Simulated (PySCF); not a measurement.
# Re (P6_3/mmc) in PySCF: density of states with PBE

Aim: the density of states of Re with PBE.

Everything below comes from runs of PySCF 2.14.0. Logs are shortened: lines on timing, memory, paths and dates and some standing lists are left out, and cuts for length are marked.

**1. The crystal as given**

It takes space group P6_3/mmc (No. 194, hexagonal). The conventional cell has a = 2.761 Å, b = 2.761 Å, c = 4.458 Å, α = 90.00°, β = 90.00°, γ = 120.00°. Re (site symmetry -6m2) has 12 Re at 2.74 to 2.76 Å as nearest neighbours.

**2. Density of states, PBE**

The input, run.py:

```python
import json
import numpy as np
from pyscf.pbc import gto, scf, dft, df

cell = gto.Cell()
cell.basis = 'DZVP-MOLOPT-SR-GTH-q15'
cell.pseudo = 'GTH-PBE-q15'
cell.fromfile('Re.cif')
cell.ke_cutoff = 97  # hartree
cell.exp_to_discard = 0.02
cell.precision = 1e-08
cell.space_group_symmetry = True
cell.symmorphic = False
cell.max_memory = 5880  # MB
cell.verbose = 4
cell.build()

res = {}
kpts = cell.make_kpts([11, 11, 6], space_group_symmetry=True, time_reversal_symmetry=True)
cell.space_group_symmetry = False  # the mesh holds the operations; no search on the supercells of the integral code
mf = dft.KRKS(cell, kpts, xc='pbe')
mf = mf.multigrid_numint()
mf = mf.smearing(sigma=0.00183747, method='fermi')  # hartree
mf.conv_tol = 1e-07
mf.max_cycle = 60

mf.kernel()
res.update(converged=bool(mf.converged), e_tot=mf.e_tot, nelec=cell.nelectron, nao=cell.nao, mesh=list(map(int, cell.mesh)), a=cell.lattice_vectors().tolist(), coords=cell.atom_coords().tolist(),
           mo_energy=[np.real(x).tolist() for x in mf.mo_energy], mo_occ=[np.real(x).tolist() for x in mf.mo_occ])
res.update(e_free=mf.e_free, e_zero=mf.e_zero)
res.update(kpts=kpts.kpts_scaled_ibz.tolist(), weights=kpts.weights_ibz.tolist())
res['parts'] = {k: float(np.real(v)) for k, v in mf.scf_summary.items() if np.isscalar(v)}
json.dump(res, open('results.json', 'w'))
if not mf.converged:
    raise SystemExit('SCF not converged')

print('levels (eV)')
for i, kp in enumerate(res['kpts'][:40]):
    print('k %7.4f %7.4f %7.4f  ' % tuple(kp), ' '.join('%.3f' % (x * 27.211386) for x in res['mo_energy'][i][:20]))

mf = mf.to_khf()  # unfold to the whole mesh
kpts = mf.kpts
# Mulliken populations
dm, s = np.asarray(mf.make_rdm1()), np.asarray(mf.get_ovlp())
sites = cell.aoslice_by_atom()[:, 2:]
tot = np.einsum('kij,kji->i', dm, s).real / len(kpts)
res['mulliken'] = [cell.atom_charge(i) - tot[a0:a1].sum() for i, (a0, a1) in enumerate(sites)]
print('Mulliken charges', np.round(res['mulliken'], 5))

# density of states, Gaussians of 0.15 eV
e = np.asarray(mf.mo_energy).real.reshape(1, -1) * 27.211386
ef = mf.get_fermi()
ef = np.max(ef) * 27.211386
x = np.arange(-15, 10.01, 0.1) + round(ef, 1)
dos = np.exp(-((x[:, None, None] - e) / 0.15) ** 2 / 2).sum(-1).T / (0.15 * np.sqrt(2 * np.pi) * len(kpts)) * 2
res.update(dos_e=x.tolist(), dos=dos.tolist())
for a, b in zip(x[::5], dos.T[::5]):
    print('%8.2f' % a, ' '.join('%9.4f' % y for y in b))

# density on a uniform mesh
grids = dft.gen_grid.UniformGrids(cell)
grids.mesh = [15, 15, 25]
grids.build()
ni = dft.numint.KNumInt()
rho = [ni.get_rho(cell, x, grids, kpts) for x in [dm]]
np.save('rho.npy', np.reshape(rho, (-1, *grids.mesh)))
res['done'] = True
json.dump(res, open('results.json', 'w'))
```

The input, Re.cif:

```cif
data_Re
_cell_length_a 2.76080000
_cell_length_b 2.76080000
_cell_length_c 4.45820000
_cell_angle_alpha 90.00000000
_cell_angle_beta 90.00000000
_cell_angle_gamma 120.00000000
_space_group_name_H-M_alt 'P1'
_space_group_name_Hall 'P 1'
_space_group_IT_number 1
loop_
_space_group_symop_operation_xyz
'x,y,z'
loop_
_atom_site_label
_atom_site_type_symbol
_atom_site_symmetry_multiplicity
_atom_site_Wyckoff_symbol
_atom_site_fract_x
_atom_site_fract_y
_atom_site_fract_z
_atom_site_occupancy
Re1 Re 1 a 0.6666666667 0.3333333333 0.7500000000 1
Re2 Re 1 a 0.3333333333 0.6666666667 0.2500000000 1
```

Potentials or basis: DZVP-MOLOPT-SR/GTH-PBE (potentials made for PBE).

Launch:

```console
$ OMP_NUM_THREADS=4 python -u run.py > log
```

Standard output:

```text
Discarded 0 diffused primitive functions, 0 contracted functions
time reversal: False
k-points in IBZ                         weights
  0:  0.000000,  0.000000,  0.000000    1/726
  1:  0.000000,  0.000000,  0.500000    1/726
  2:  0.000000,  0.000000,  0.666667    2/726
  3:  0.000000,  0.000000,  0.833333    2/726
  4:  0.545455,  0.454545, -0.000000    6/726
  5:  0.545455,  0.454545,  0.500000    6/726
[... 56 lines left out ...]
 62:  0.909091,  0.909091,  0.666667    12/726
 63:  0.909091,  0.909091,  0.833333    12/726

******** <class 'pyscf.pbc.scf.smearing.SmearingKsymAdaptedKRKS'> ********
method = SmearingKsymAdaptedKRKS
initial guess = minao
damping factor = 0
level_shift factor = 0
DIIS = <class 'pyscf.scf.diis.CDIIS'>
diis_start_cycle = 1
diis_space = 8
diis_damp = 0
SCF conv_tol = 1e-07
SCF conv_tol_grad = None
SCF max_cycles = 60
direct_scf = True
direct_scf_tol = 1e-13

******** PBC SCF flags ********
N kpts (BZ) = 726
N kpts (IBZ) = 64
Exchange divergence treatment (exxdiv) = ewald
    madelung (= occupied orbital energy shift) = 0.05450647189266829
    Total energy shift due to Ewald probe charge = -1/2 * Nelec*madelung = -0.81759707839
DF object = <pyscf.pbc.df.fft.FFTDF object>
XC functionals = pbe
small_rho_cutoff = 0
Uniform grid, mesh = [25 25 40]
Set gradient conv threshold to 0.000316228
nelec by numeric integration = 29.999999999999808
init E= -157.857670049863
    sigma = 0.00183747  Optimized mu = 0.989051661262  entropy = 0.238477131903
nelec by numeric integration = 30.000000000031235
    Total E(T) = -158.511086346092  Free energy = -158.511524540668  E0 = -158.51130544338
cycle= 1 E= -158.511086346092  delta_E= -0.653  |g|=  6.9  |ddm|= 71.5
    sigma = 0.00183747  Optimized mu = 0.823702100888  entropy = 0.416498949671
nelec by numeric integration = 29.99999999997461
    Total E(T) = -158.628291289701  Free energy = -158.629056594026  E0 = -158.628673941864
cycle= 2 E= -158.628291289701  delta_E= -0.117  |g|= 5.03  |ddm|= 70.8
    sigma = 0.00183747  Optimized mu = 0.896190984155  entropy = 0.277513424869
nelec by numeric integration = 30.00000000000446
    Total E(T) = -158.838137594715  Free energy = -158.838647517308  E0 = -158.838392556012
cycle= 3 E= -158.838137594715  delta_E= -0.21  |g|= 0.117  |ddm|= 26.8
    sigma = 0.00183747  Optimized mu = 0.893460521468  entropy = 0.278751414881
nelec by numeric integration = 30.000000000003595
    Total E(T) = -158.838221183598  Free energy = -158.83873338096  E0 = -158.838477282279
cycle= 4 E= -158.838221183598  delta_E= -8.36e-05  |g|= 0.00914  |ddm|= 0.57
    sigma = 0.00183747  Optimized mu = 0.893349693694  entropy = 0.277795623147
nelec by numeric integration = 30.000000000003542
    Total E(T) = -158.838223747213  Free energy = -158.838734188336  E0 = -158.838478967774
cycle= 5 E= -158.838223747213  delta_E= -2.56e-06  |g|= 0.00194  |ddm|= 0.0691
    sigma = 0.00183747  Optimized mu = 0.89334080811  entropy = 0.277996987673
nelec by numeric integration = 30.000000000003528
    Total E(T) = -158.838223421088  Free energy = -158.838734232213  E0 = -158.838478826651
cycle= 6 E= -158.838223421088  delta_E= 3.26e-07  |g|= 0.000138  |ddm|= 0.0147
    sigma = 0.00183747  Optimized mu = 0.893341954372  entropy = 0.277985408426
nelec by numeric integration = 30.000000000003528
    Total E(T) = -158.838223442576  Free energy = -158.838734232424  E0 = -158.8384788375
cycle= 7 E= -158.838223442576  delta_E= -2.15e-08  |g|= 8.49e-06  |ddm|= 0.000936
    sigma = 0.00183747  Optimized mu = 0.893342129024  entropy = 0.277986438777
nelec by numeric integration = 30.00000000000353
    Total E(T) = -158.838223440682  Free energy = -158.838734232424  E0 = -158.838478836553
Extra cycle  E= -158.838223440682  delta_E= 1.89e-09  |g|= 5.44e-06  |ddm|= 8.07e-05
converged SCF energy = -158.838223440682
levels (eV)
k  0.0000  0.0000  0.0000   -55.461 -55.336 -18.617 -17.572 -17.572 -17.398 -17.398 -17.380 14.462 17.665 22.746 22.752 22.752 23.590 23.590 24.512 24.512 25.001 27.688 27.688
k  0.0000  0.0000  0.5000   -55.399 -55.399 -18.019 -18.019 -17.485 -17.485 -17.485 -17.485 16.819 16.819 21.901 21.901 22.629 22.629 22.629 22.629 26.895 26.895 26.895 26.895
k  0.0000  0.0000  0.6667   -55.430 -55.368 -18.323 -17.705 -17.529 -17.529 -17.442 -17.442 15.693 17.547 22.115 22.504 22.504 22.551 22.976 22.976 25.901 25.901 27.553 27.553
k  0.0000  0.0000  0.8333   -55.453 -55.345 -18.539 -17.560 -17.560 -17.468 -17.409 -17.409 14.794 17.688 22.549 22.616 22.616 23.390 23.390 24.029 24.952 24.952 27.721 27.721
k  0.5455  0.4545 -0.0000   -55.347 -55.303 -18.453 -18.257 -18.104 -17.837 -17.669 -17.548 18.308 18.471 19.109 22.391 22.431 22.950 23.684 28.147 28.644 28.714 29.416 32.443
k  0.5455  0.4545  0.5000   -55.325 -55.325 -18.526 -18.526 -17.705 -17.705 -17.694 -17.694 18.040 18.040 20.235 20.235 24.707 24.707 25.036 25.036 28.499 28.499 28.926 28.926
[... 32 lines left out ...]
k  0.8182  0.8182  0.6667   -55.365 -55.327 -18.336 -18.184 -17.851 -17.791 -17.637 -17.552 18.211 19.434 20.539 20.768 21.966 22.491 23.340 25.080 26.740 27.284 28.113 30.077
k  0.8182  0.8182  0.8333   -55.379 -55.313 -18.328 -18.106 -18.002 -17.781 -17.604 -17.532 17.856 19.879 20.263 20.471 22.241 22.719 23.390 25.022 26.749 26.964 28.270 32.195
Mulliken charges [-0. -0.]
    9.40    0.0000
    9.90    0.0000
   10.40    0.0000
   10.90    0.0000
   11.40    0.0000
   11.90    0.0000
[... 43 lines left out ...]
   33.90    0.5396
   34.40    0.6411
```

Run time: 13 min. Hardware: 4 threads of Arm Neoverse V1, shared host; peak memory 5.5 GiB.

What came out:

- Free energy: -4322.2221 eV
- Band gap on the k mesh: none (metal or under the smearing width)

Levels at points of the mesh, in eV from the Fermi level:
```tsv
k point	band 13	band 14	band 15	band 16	band 17	band 18
(0.00, 0.00, 0.00)	-1.56	-0.72	-0.72	0.20	0.20	0.69
(0.00, 0.00, 0.50)	-1.68	-1.68	-1.68	-1.68	2.59	2.59
```

States per cell in windows of 1 eV (zero at the Fermi level; states under -8 eV left out):
```
from (eV)  total
     -8.0   0.27
     -7.0   1.06
     -6.0   1.89
     -5.0   1.76
     -4.0   2.12
     -3.0   1.89
     -2.0   2.55
     -1.0   2.34
      0.0   1.26
      1.0   1.20
      2.0   1.54
      3.0   2.37
      4.0   1.29
      5.0   0.60
      6.0   0.65
      7.0   0.57
```

Caveat: the basis of atomic orbitals isn't converged, which shifts pressures, moduli and gaps. Spin-orbit coupling is left out, which matters for the levels of Re.
